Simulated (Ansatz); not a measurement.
# MoS2: enthalpy under pressure, worked through

The calculation used Ansatz 0.2.0, DFT PBEsol, scalar-relativistic, plane waves, PAW. Settings: 420 eV cutoff, 12×12×2 k-mesh, Gaussian smearing of 0.02 eV, no spin polarisation.

The relaxed crystal:

```
Mo S
1.0
     3.14139    0.00000    0.00000
    -1.57069    2.72052    0.00000
     0.00000    0.00000   12.58509
Mo S
2 4
Cartesian
  1.5707 0.9068 3.1463
  0.0000 1.8137 9.4388
  1.5707 0.9068 7.8798
  0.0000 1.8137 4.7053
  1.5707 0.9068 10.9979
  0.0000 1.8137 1.5872
```

Cell and atoms were relaxed at each target pressure within the start's symmetry (P6_3/mmc), at zero temperature; other phases can be more stable under pressure. H = E + PV with P the target; E is the free energy at the smearing used, whose derivative the pressure is, per atom and counted from zero pressure. The mesh named is that at zero pressure; some other pressures ran on another.

```
P (GPa) V (Å³/atom) E − E0 (meV) H − H0 (meV)
      0       17.926           0.0           0.0
      1       17.307           1.7         109.7
      4       16.393          14.9         424.1
     12       15.144          73.7        1208.0
     25       13.953         207.6        2384.8
     50       12.509         537.8        4441.4
     90       11.133        1123.9        7377.9
```

Thermodynamics gives dH/dP = V along a relaxed path. Integrate V over P by the trapezoid rule and compare with the computed enthalpies.

With 1 eV/Å³ = 160.22 GPa, each step adds the mean volume times ΔP / 160.22:
```
P (GPa)  ∫V dP (meV) H − H0 (meV) difference (meV)
      1        110.0         109.7               0.3
      4        425.5         424.1               1.3
     12       1212.8        1208.0               4.9
     25       2393.3        2384.8               8.5
     50       4457.8        4441.4              16.4
     90       7409.1        7377.9              31.1
```

V(P) curves upward, so the trapezoid rule runs high; integrating a smooth curve through the same points puts that excess at about 32.4 meV at 90 GPa, against the 31.1 meV found.

At 90 GPa, how much of the enthalpy change is stored energy and how much is the PV term?

E rises by 1124 meV/atom and PV is 90 × 11.133 / 160.22 = 6254 meV/atom, so PV makes 85 % of ΔH. So between rival structures at high pressure a small difference in volume can outweigh the difference in energy: 1 % of this volume is worth 62.5 meV/atom at this pressure.

What bulk modulus do the lowest pressures give, and how is the compression shared among the axes?

From the pressures that the runs reached, 0.00 GPa (17.926 Å³) and 0.97 GPa (17.307 Å³), B = −ΔP/Δln V = 0.97 / 0.0351 = 28 GPa, a mean over that range. Where layers or molecules are held by dispersion forces, this functional describes the zero-pressure volume and B poorly. The linear compressibilities −Δln(length)/ΔP are 2.81 along a, 2.81 along b, 30.69 along c (in TPa⁻¹). With fixed angles they add up to 1/B: 36.32 against 36.31. Softest: c, at 85 % of the volume change per axis.

The gap is 0.970 eV at 0.00 GPa and 0.799 eV at 0.97 GPa. What pressure coefficient and volume deformation potential follow?

dE_g/dP = -177.3 meV/GPa, and a_V = dE_g/d ln V = −B dE_g/dP = 4.88 eV. A gap that closes or barely moves under pressure is usual where the conduction edge lies away from the zone centre, has d character, or where the bands broaden faster than they shift. If the edges move to other points of the zone within the range, this is a mean of two slopes. Gaps are Kohn–Sham gaps over the whole zone.